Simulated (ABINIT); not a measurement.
Hf, 2 atoms in the cell. The typed cell holds 2 atoms: a = 3.197 Å, b = 3.197 Å, c = 5.058 Å, α = 90.00°, β = 90.00°, γ = 120.00°. This isn't the form of Hf at room conditions, which is hcp.

| Item | Value |
| --- | --- |
| Program | ABINIT 10.8.3 (patched build) |
| Task | single point |
| Functional | PBE |
| Potentials or basis | JTH PAW PBE v2.0 |
| Cutoff | 517 eV |
| k mesh | 10 × 10 × 5 |
| Occupations | fermi-dirac, width 0.05 eV |
| Spin | no spin polarisation |
| Fine-grid cutoff | 1034.03 eV |

Potentials or basis: JTH PAW PBE v2.0.

Launch:

```console
$ python run.py
```

Hardware: 1 thread of Arm Neoverse V1, on a shared host.

Q: Estimate the wall time of this run.

A: It took 2.1 min on 1 thread of Arm Neoverse V1 (shared host), peak memory 0.25 GiB. Counts: scf iterations 10, mpi ranks 1, k points 252, bands 16, plane waves 1209.
